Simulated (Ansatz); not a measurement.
Input, command and steps of an Ansatz relaxation.

```yaml
crystal:
  lattice:
    - [4.0982941484, 0.0, 0.0]
    - [-2.0491470742, 3.5492268447, 0.0]
    - [0.0, 0.0, 6.4387123393]
  atoms:
    - { symbol: Cd, position: [0.0, 0.0, 0.0] }
    - { symbol: I, position: [0.3333333333, 0.6666666667, 0.2665740383] }
    - { symbol: I, position: [0.6666666667, 0.3333333333, 0.7334259617] }
basis:
  ecutwfc: 420
kpoints:
  mp_grid: { grid: [6, 6, 4] }
hamiltonian:
  xc: pbe
  dispersion: d3bj
scf:
  occupations: { method: gaussian, width: 0.02 }
output:
  forces: true
  stress: true
  eigenvalues: true
relax:
  adjacent_minimum: "off"
  f_tol: 0.01
  max_steps: 30
  cell: { stress_tol: 0.1, fix: [volume] }
```

```bash
ansatz run input.yaml --threads 1 --pin off --max-ram 2560MiB --backend cpu --events-out ev --progress --plain --runs-dir out
```

Method: Ansatz, DFT PBE+D3(BJ), scalar-relativistic, plane waves, PAW.

The volume is held at 0.88 times that of the relaxed cell.

Of 4 frames 3 are shown, positions in Å and forces in eV/Å; the SCF threshold varies from step to step. Steps run on the plane waves of an earlier cell, with a Pulay correction in the pressure. The basis is chosen afresh for the last frame, the zero of the energies, and at times for earlier ones too; energy and pressure step there, also at an unchanged geometry. The mark taken_back stands on steps that the optimiser undid.

```xyz
3
Lattice="4.0983 0.0000 0.0000 -2.0491 3.5492 0.0000 0.0000 0.0000 6.4387" Properties=species:S:1:pos:R:3:forces:R:3 pbc="T T T" step=1 free_energy_over_end_meV_per_atom=1.47 pressure_GPa=4.01
Cd    0.0000    0.0000    0.0000    0.0000    0.0000    0.0000
I     0.0000    2.3662    1.7164    0.0000    0.0000    0.1825
I     2.0491    1.1831    4.7223    0.0000    0.0000   -0.1825
3
Lattice="4.1077 0.0000 0.0000 -2.0539 3.5574 0.0000 0.0000 0.0000 6.4091" Properties=species:S:1:pos:R:3:forces:R:3 pbc="T T T" step=2 free_energy_over_end_meV_per_atom=3.50 pressure_GPa=2.93 taken_back
Cd    0.0000    0.0000    0.0000    0.0000    0.0000    0.0000
I     0.0000    2.3716    1.7698    0.0000    0.0000   -0.2838
I     2.0539    1.1858    4.6393    0.0000    0.0000    0.2838
3
Lattice="4.1043 0.0000 0.0000 -2.0522 3.5544 0.0000 0.0000 0.0000 6.4199" Properties=species:S:1:pos:R:3:forces:R:3 pbc="T T T" step=4 free_energy_over_end_meV_per_atom=0.00 pressure_GPa=3.55
Cd    0.0000    0.0000    0.0000    0.0000    0.0000    0.0000
I     0.0000    2.3696    1.7358    0.0000    0.0000   -0.0028
I     2.0522    1.1848    4.6840    0.0000    0.0000    0.0028
```

Time: 13 s on 1 thread of Intel(R) Xeon(R) Platinum 8375C CPU @ 2.90GHz (Ice Lake) (shared host), peak memory 0.46 GiB.